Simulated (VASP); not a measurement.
# Pb (Fm-3m) in VASP: notebook, part 2 of 2

VASP 6.6.1. The steps go on from the part before.

### 4 Band structure, PBE, spin-orbit coupling, no magnetisation

Contents of INCAR:

```
  PREC = Accurate
  ENCUT = 520
  EDIFF = 1E-7
  ISMEAR = -1
  SIGMA = 0.05
  LREAL = False
  LASPH = True
  NELM = 100
  ALGO = Normal
  ISIF = 2
  LWAVE = False
  LCHARG = False
  LNONCOLLINEAR = True
  MAGMOM = 0 0 0
  LORBIT = 11
  LSORBIT = True
  GGA_COMPAT = False
  GGA = PE
```

Contents of KPOINTS:

```
Automatic mesh
0
Gamma
  7 7 7
```

Contents of POSCAR:

```
Pb
1.0
    0.0000000000      2.4750200000      2.4750200000
    2.4750200000      0.0000000000      2.4750200000
    2.4750200000      2.4750200000      0.0000000000
Pb
1
Direct
    0.0000000000      0.0000000000      0.0000000000
```

Contents of KPOINTS_OPT:

```
path GXWKGLUWLK,UX
10
line-mode
reciprocal
 0.0000000000  0.0000000000  0.0000000000  G
 0.5000000000  0.0000000000  0.5000000000  X

 0.5000000000  0.0000000000  0.5000000000  X
 0.5000000000  0.2500000000  0.7500000000  W

 0.5000000000  0.2500000000  0.7500000000  W
 0.3750000000  0.3750000000  0.7500000000  K

 0.3750000000  0.3750000000  0.7500000000  K
 0.0000000000  0.0000000000  0.0000000000  G

 0.0000000000  0.0000000000  0.0000000000  G
 0.5000000000  0.5000000000  0.5000000000  L

 0.5000000000  0.5000000000  0.5000000000  L
 0.6250000000  0.2500000000  0.6250000000  U

 0.6250000000  0.2500000000  0.6250000000  U
 0.5000000000  0.2500000000  0.7500000000  W

 0.5000000000  0.2500000000  0.7500000000  W
 0.5000000000  0.5000000000  0.5000000000  L

 0.5000000000  0.5000000000  0.5000000000  L
 0.3750000000  0.3750000000  0.7500000000  K

 0.6250000000  0.2500000000  0.6250000000  U
 0.5000000000  0.0000000000  0.5000000000  X
```

Potentials or basis: VASP PAW PBE potentials, release 64 (Pb_d).

Run with:

```sh
> cat potpaw_PBE.64/Pb_d/POTCAR > POTCAR
> mpirun -np 1 vasp_ncl > vasp.out
```

OUTCAR:

```text
PREC = Accurate
   ENCUT = 520
   EDIFF = 1E-7
   ISMEAR = -1
   LREAL = False
   LASPH = True
   NELM = 100
   ISIF = 2
   LNONCOLLINEAR = True
   LORBIT = 11
   LSORBIT = True
   GGA = PE

 ion  position               nearest neighbor table
   1  0.000  0.000  0.000-

  LATTYP: Found a face centered cubic cell.
 ALAT       =     4.9500400000

  Lattice vectors:

 A1 = (   0.0000000000,   2.4750200000,   2.4750200000)
 A2 = (   2.4750200000,   0.0000000000,   2.4750200000)
 A3 = (   2.4750200000,   2.4750200000,   0.0000000000)

Analysis of symmetry for initial positions (statically):
=====================================================================
 Subroutine PRICEL returns:
 Original cell was already a primitive cell.

 Routine SETGRP: Setting up the symmetry group for a
 face centered cubic supercell.

 Subroutine GETGRP returns: Found 48 space group operations
 (whereof 48 operations were pure point group operations)
 out of a pool of 48 trial point group operations.

The static configuration has the point symmetry O_h .

Analysis of symmetry for dynamics (positions and initial velocities):
=====================================================================
 Subroutine PRICEL returns:
 Original cell was already a primitive cell.

 Routine SETGRP: Setting up the symmetry group for a
 face centered cubic supercell.

 Subroutine GETGRP returns: Found 48 space group operations
 (whereof 48 operations were pure point group operations)
 out of a pool of 48 trial point group operations.

The dynamic configuration has the point symmetry O_h .

Analysis of structural, dynamic, and magnetic symmetry:
=====================================================================
[... 159 lines left out ...]
 fundamental gap:      0.4653027985
 Fermi energy:         7.1300961578

 k-point     1 :       0.0000    0.0000    0.0000
  band No.  band energies     occupation
      1     -11.1834      1.00000
      2     -11.1834      1.00000
      3     -11.1834      1.00000
      4     -11.1834      1.00000
      5      -8.7047      1.00000
      6      -8.7047      1.00000
[... 489 lines left out ...]
     21      19.7836      0.00000
     22      19.7836      0.00000

------------------------ aborting loop because EDIFF is reached ----------------------------------------

  FORCE on cell =-STRESS in cart. coord.  units (eV):
  Direction    XX          YY          ZZ          XY          YZ          ZX
  --------------------------------------------------------------------------------------
  -------------------------------------------------------------------------------------
  Total        0.5296131      0.5296131      0.5296131      0.0000000      0.0000000      0.0000000
  in kB       27.9835706     27.9835706     27.9835706      0.0000000      0.0000000      0.0000000
  external PRESSURE =      27.9835706 kB  Pullay stress =       0.0000000 kB

 VOLUME and BASIS-vectors are now :
 -----------------------------------------------------------------------------
  energy-cutoff  :      520.00
  volume of cell :       30.32
      direct lattice vectors                 reciprocal lattice vectors
     0.000000000  2.475020000  2.475020000    -0.202018570  0.202018570  0.202018570
     2.475020000  0.000000000  2.475020000     0.202018570 -0.202018570  0.202018570
     2.475020000  2.475020000  0.000000000     0.202018570  0.202018570 -0.202018570

 POSITION                                       TOTAL-FORCE (eV/Angst)
 -----------------------------------------------------------------------------------
      0.00000      0.00000      0.00000         0.000000      0.000000      0.000000
 -----------------------------------------------------------------------------------
    total drift:                               -0.000000     -0.000000     -0.000000

  FREE ENERGIE OF THE ION-ELECTRON SYSTEM (eV)
  ---------------------------------------------------
  free  energy   TOTEN  =        -4.1074418082 eV

  energy  without entropy=       -4.1045696838  energy(sigma->0) =       -4.10600575

 Spin-Orbit-Coupling matrix elements

 Ion:    1  E_soc:     -1.1449050
 l=   1
     0.0000000    -0.1232137    -0.1232137
    -0.1232137     0.0000000    -0.1232137
    -0.1232137    -0.1232137     0.0000000
 l=   2
     0.0000000    -0.0135717     0.0000000    -0.0135717    -0.0540321
    -0.0135717     0.0000000    -0.0405241    -0.0135717    -0.0135080
     0.0000000    -0.0405241     0.0000000    -0.0405241     0.0000000
    -0.0135717    -0.0135717    -0.0405241     0.0000000    -0.0135080
    -0.0540321    -0.0135080     0.0000000    -0.0135080     0.0000000
 l=   3
     0.0000000     0.0000000     0.0000000     0.0000000     0.0000000     0.0000000     0.0000000
     0.0000000     0.0000000     0.0000000     0.0000000     0.0000000     0.0000000     0.0000000
     0.0000000     0.0000000     0.0000000     0.0000000     0.0000000     0.0000000     0.0000000
     0.0000000     0.0000000     0.0000000     0.0000000     0.0000000     0.0000000     0.0000000
     0.0000000     0.0000000     0.0000000     0.0000000     0.0000000     0.0000000     0.0000000
     0.0000000     0.0000000     0.0000000     0.0000000     0.0000000     0.0000000     0.0000000
     0.0000000     0.0000000     0.0000000     0.0000000     0.0000000     0.0000000     0.0000000

 total charge

# of ion       s       p       d       tot
------------------------------------------
    1        1.403   0.759   9.810  11.973

 magnetization (x)

# of ion       s       p       d       tot
------------------------------------------
    1        0.000   0.000  -0.000   0.000

 magnetization (y)

# of ion       s       p       d       tot
------------------------------------------
    1        0.000   0.000  -0.000  -0.000

 magnetization (z)

# of ion       s       p       d       tot
------------------------------------------
    1        0.000   0.000   0.000   0.000
```

OSZICAR:

```text
N       E                     dE             d eps       ncg     rms          rms(c)
DAV:   1     0.149155329084E+03    0.14916E+03   -0.69594E+03   880   0.152E+03
DAV:   2     0.718722496014E+01   -0.14197E+03   -0.13797E+03   910   0.402E+02
[... 51 lines left out ...]
DAV:   9    -0.172907913988E+04   -0.23050E-07      662
       N       E                     dE             ncg
DAV:   1     0.122911545488E+04   -0.95821E+04      880
DAV:   2    -0.154609790028E+04   -0.27752E+04      952
DAV:   3    -0.174459593979E+04   -0.19850E+03      990
DAV:   4    -0.175135702177E+04   -0.67611E+01     1088
DAV:   5    -0.175170215199E+04   -0.34513E+00     1222
DAV:   6    -0.175170989347E+04   -0.77415E-02     1128
DAV:   7    -0.175171000486E+04   -0.11139E-03     1230
DAV:   8    -0.175171000659E+04   -0.17335E-05     1128
DAV:   9    -0.175171000662E+04   -0.28452E-07      592
```

stdout:

```text
POSCAR found type information on POSCAR Pb
 POSCAR found :  1 types and       1 ions
 scaLAPACK will be used
 LDA part: xc-table for (Slater+PW92), standard interpolation
 POSCAR, INCAR and KPOINTS ok, starting setup
 FFT: planning ... GRIDC
 FFT: planning ... GRID_SOFT
 FFT: planning ... GRID
 WAVECAR not read
 entering main loop
 Start KPOINTS_OPT (optional k-point list driver)
k-point batch [1-20\100]
k-point batch [21-40\100]
k-point batch [41-60\100]
k-point batch [61-80\100]
k-point batch [81-100\100]
```

Run time: 2 min. Hardware: 1 thread of Intel Xeon Platinum 8375C at 2.90GHz (Ice Lake), shared host; peak memory 0.24 GiB.

Results:

```yaml
Free_energy: -4.1074 eV
Pressure: 2.8 GPa
Valence_electrons_inside_the_program's_atomic_spheres: Pb 11.97
```

### 5 Band structure, LDA

Contents of INCAR:

```
PREC = Accurate ; ENCUT = 520
EDIFF = 1E-6 ; ISMEAR = -1
SIGMA = 0.05 ; LREAL = False
LASPH = True ; NELM = 100
ALGO = Normal ; ISIF = 2
LWAVE = False ; LCHARG = False
GGA = CA
```

Contents of KPOINTS:

```
regular mesh
0
Gamma
  9 9 9
```

POSCAR is that of step 4.

Edit KPOINTS_OPT of step 4 so:

```diff
@@ -1,3 +1,3 @@
 path GXWKGLUWLK,UX
-10
+15
 line-mode
```

Potentials or basis: VASP PAW LDA potentials, release 64 (Pb_d).

Run with:

```sh
> cat potpaw_LDA.64/Pb_d/POTCAR > POTCAR
> mpirun -np 1 vasp_std > vasp.out
```

OUTCAR:

```text
PREC = Accurate
   ENCUT = 520
   EDIFF = 1E-6
   ISMEAR = -1
   LREAL = False
   LASPH = True
   NELM = 100
   ISIF = 2
   GGA = CA

 ion  position               nearest neighbor table
   1  0.000  0.000  0.000-

  LATTYP: Found a face centered cubic cell.
 ALAT       =     4.9500400000

  Lattice vectors:

 A1 = (   0.0000000000,   2.4750200000,   2.4750200000)
 A2 = (   2.4750200000,   0.0000000000,   2.4750200000)
 A3 = (   2.4750200000,   2.4750200000,   0.0000000000)

Analysis of symmetry for initial positions (statically):
=====================================================================
 Subroutine PRICEL returns:
 Original cell was already a primitive cell.

 Routine SETGRP: Setting up the symmetry group for a
 face centered cubic supercell.

 Subroutine GETGRP returns: Found 48 space group operations
 (whereof 48 operations were pure point group operations)
 out of a pool of 48 trial point group operations.

The static configuration has the point symmetry O_h .

Analysis of symmetry for dynamics (positions and initial velocities):
=====================================================================
 Subroutine PRICEL returns:
 Original cell was already a primitive cell.

 Routine SETGRP: Setting up the symmetry group for a
 face centered cubic supercell.

 Subroutine GETGRP returns: Found 48 space group operations
 (whereof 48 operations were pure point group operations)
 out of a pool of 48 trial point group operations.

The dynamic configuration has the point symmetry O_h .

 Subroutine INISYM returns: Found 48 space group operations
 (whereof 48 operations are pure point group operations),
 and found     1 'primitive' translations

----------------------------------------------------------------------------------------

                                     Primitive cell

[... 112 lines left out ...]
   LORBIT       =      0    0 simple, 1 ext, 2 COOP (PROOUT), +10 PAW based schemes
   GGA     = CA    functional components
   LHFCALC =     F    Hartree Fock is set to
   AEXX    =    0.0000 exact exchange contribution
   IVDW    =     0    specifies the selected vdW correction
   LEPSILON=     F    determine dielectric tensor
   LRPA    =     F    only Hartree local field effects (RPA)
 non-spin polarized calculation
  energy-cutoff  :      520.00
  volume of cell :       30.32
 maximum number of plane-waves:       869
 NGX is ok and might be reduce to    28
   NGX = 13   NGY = 13   NGZ = 13

 number of electron      13.9999999 magnetization

 Free energy of the ion-electron system (eV)
  ---------------------------------------------------
  ext. energy  EPLUGINS =         0.00000000
  ---------------------------------------------------
  free energy    TOTEN  =        -4.26465496 eV

  energy without entropy =       -4.26150232  energy(sigma->0) =       -4.26307864

 E-fermi :   6.8587     XC(G=0): -10.4557

 val. band max:        6.6345049740   @ k =  -0.3333   0.3333   0.1111
 cond. band min:       6.8663282057   @ k =  -0.2222   0.3333   0.1111
 fundamental gap:      0.2318232317
 Fermi energy:         6.8586868982

 k-point     1 :       0.0000    0.0000    0.0000
  band No.  band energies     occupation
      1     -10.0042      2.00000
      2     -10.0042      2.00000
      3     -10.0042      2.00000
      4      -9.8613      2.00000
      5      -9.8613      2.00000
      6      -4.7594      2.00000
      7      14.3535      0.00000
      8      14.3535      0.00000
      9      14.3535      0.00000
     10      16.8348      0.00000
     11      18.4741      0.00000
[... 309 lines left out ...]
 k-point    24 :       0.4444    0.4444    0.0000
  band No.  band energies     occupation
      1     -10.1643      2.00000
      2     -10.0708      2.00000
      3      -9.7397      2.00000
      4      -9.7012      2.00000
      5      -9.7012      2.00000
      6      -0.1764      2.00000
      7       4.2864      2.00000
      8       9.1192      0.00000
      9       9.1192      0.00000
     10      12.5700      0.00000
     11      13.7760      0.00000

 [... further k-points ...]

------------------------ aborting loop because EDIFF is reached ----------------------------------------

  FORCE on cell =-STRESS in cart. coord.  units (eV):
  Direction    XX          YY          ZZ          XY          YZ          ZX
  --------------------------------------------------------------------------------------
  -------------------------------------------------------------------------------------
  Total       -0.4009450     -0.4009450     -0.4009450     -0.0000000     -0.0000000      0.0000000
  in kB      -21.1850371    -21.1850371    -21.1850371     -0.0000000     -0.0000000      0.0000000
  external PRESSURE =     -21.1850371 kB  Pullay stress =       0.0000000 kB

 VOLUME and BASIS-vectors are now :
 -----------------------------------------------------------------------------
  energy-cutoff  :      520.00
  volume of cell :       30.32
      direct lattice vectors                 reciprocal lattice vectors
     0.000000000  2.475020000  2.475020000    -0.202018570  0.202018570  0.202018570
     2.475020000  0.000000000  2.475020000     0.202018570 -0.202018570  0.202018570
     2.475020000  2.475020000  0.000000000     0.202018570  0.202018570 -0.202018570

 POSITION                                       TOTAL-FORCE (eV/Angst)
 -----------------------------------------------------------------------------------
      0.00000      0.00000      0.00000         0.000000      0.000000      0.000000
 -----------------------------------------------------------------------------------
    total drift:                               -0.000000     -0.000000     -0.000000

  FREE ENERGIE OF THE ION-ELECTRON SYSTEM (eV)
  ---------------------------------------------------
  free  energy   TOTEN  =        -4.2646549580 eV

  energy  without entropy=       -4.2615023174  energy(sigma->0) =       -4.26307864
```

stdout:

```text
POSCAR found type information on POSCAR Pb
 POSCAR found :  1 types and       1 ions
 scaLAPACK will be used
 LDA part: xc-table for (Slater(with rela. corr.)+CA(PZ))
 , standard interpolation
 POSCAR, INCAR and KPOINTS ok, starting setup
 FFT: planning ... GRIDC
 FFT: planning ... GRID_SOFT
 FFT: planning ... GRID
 WAVECAR not read
 entering main loop
 Start KPOINTS_OPT (optional k-point list driver)
k-point batch [1-35\150]
k-point batch [36-70\150]
k-point batch [71-105\150]
k-point batch [106-140\150]
k-point batch [141-150\150]
```

Run time: 30 s. Hardware: 1 thread of Intel Xeon Platinum 8375C at 2.90GHz (Ice Lake), shared host; peak memory 0.15 GiB.

Results:

* Free energy: -4.2647 eV
* Pressure: -2.1 GPa
* Band gap along the path: none (metal or under the smearing width)

Levels at the corners of the path, in eV from the Fermi level:
| point | band 3 | band 4 | band 5 | band 6 | band 7 | band 8 | band 9 | band 10 | band 11 |
| --- | --- | --- | --- | --- | --- | --- | --- | --- | --- |
| Γ | -16.86 | -16.72 | -16.72 | -11.62 | 7.50 | 7.50 | 7.50 | 9.98 | 11.62 |
| X | -16.59 | -16.55 | -16.55 | -6.60 | -3.13 | 2.16 | 2.16 | 5.61 | 6.87 |
| X | -16.59 | -16.55 | -16.55 | -6.60 | -3.13 | 2.16 | 2.16 | 5.61 | 6.87 |
| W | -16.80 | -16.67 | -16.55 | -6.50 | -1.23 | -1.23 | 0.43 | 11.02 | 12.34 |
| W | -16.80 | -16.67 | -16.55 | -6.50 | -1.23 | -1.23 | 0.43 | 11.02 | 12.34 |
| K | -16.65 | -16.65 | -16.59 | -6.68 | -2.14 | -1.07 | 3.09 | 6.70 | 11.53 |
| K | -16.65 | -16.65 | -16.59 | -6.68 | -2.14 | -1.07 | 3.09 | 6.70 | 11.53 |
| Γ | -16.86 | -16.72 | -16.72 | -11.62 | 7.50 | 7.50 | 7.50 | 9.98 | 11.62 |
| Γ | -16.86 | -16.72 | -16.72 | -11.62 | 7.50 | 7.50 | 7.50 | 9.98 | 11.62 |
| L | -16.85 | -16.58 | -16.58 | -8.00 | -4.05 | 5.66 | 5.66 | 9.46 | 9.70 |
| L | -16.85 | -16.58 | -16.58 | -8.00 | -4.05 | 5.66 | 5.66 | 9.46 | 9.70 |
| U | -16.65 | -16.65 | -16.59 | -6.68 | -2.14 | -1.07 | 3.09 | 6.70 | 11.53 |
| U | -16.65 | -16.65 | -16.59 | -6.68 | -2.14 | -1.07 | 3.09 | 6.70 | 11.53 |
| W | -16.80 | -16.67 | -16.55 | -6.50 | -1.23 | -1.23 | 0.43 | 11.02 | 12.34 |
| W | -16.80 | -16.67 | -16.55 | -6.50 | -1.23 | -1.23 | 0.43 | 11.02 | 12.34 |
| L | -16.85 | -16.58 | -16.58 | -8.00 | -4.05 | 5.66 | 5.66 | 9.46 | 9.70 |
| L | -16.85 | -16.58 | -16.58 | -8.00 | -4.05 | 5.66 | 5.66 | 9.46 | 9.70 |
| K | -16.65 | -16.65 | -16.59 | -6.68 | -2.14 | -1.07 | 3.09 | 6.70 | 11.53 |
| U | -16.65 | -16.65 | -16.59 | -6.68 | -2.14 | -1.07 | 3.09 | 6.70 | 11.53 |
| X | -16.59 | -16.55 | -16.55 | -6.60 | -3.13 | 2.16 | 2.16 | 5.61 | 6.87 |

Caveat: spin-orbit coupling is left out, which moves the levels of the heavy elements.

### 6 The reference run

An earlier run on the cell as given: functional PBE; potentials or basis VASP PAW PBE potentials, release 64 (Pb_d); cutoff 520 eV; k mesh 9 × 9 × 9; occupations fermi-dirac, width 0.05 eV; no spin polarisation.

- Pressure: 2.2 GPa
- Band gap on the k mesh: none (metal or under the smearing width)

### 7 Summary

| task | level | potentials or basis | spin | k mesh | pressure (GPa) |
| --- | --- | --- | --- | --- | --- |
| band structure | rSCAN | VASP PAW PBE potentials, release 64 (Pb_d) | off | 9 × 9 × 9 | 1.3 |
| band structure | PBE | VASP PAW PBE potentials, release 64 (Pb_d) | off | 9 × 9 × 9 | 2.2 |
| band structure | PBE | VASP PAW PBE potentials, release 64 (Pb_d) | SOC, no magnetisation | 7 × 7 × 7 | 2.8 |
| band structure | LDA | VASP PAW LDA potentials, release 64 (Pb_d) | off | 9 × 9 × 9 | -2.1 |
| single point | PBE | VASP PAW PBE potentials, release 64 (Pb_d) | off | 9 × 9 × 9 | 2.2 |

Alike in all rows: cell as given; cutoff (eV) 520; smearing fermi-dirac 0.05 eV.

Caveats: spin-orbit coupling is left out, which moves the levels of the heavy elements (some runs); the PAW data sets were made with another functional, which shifts forces and pressure a little (some runs).

Total energies depend on the potentials used, so only differences within one code and one set of settings carry meaning.
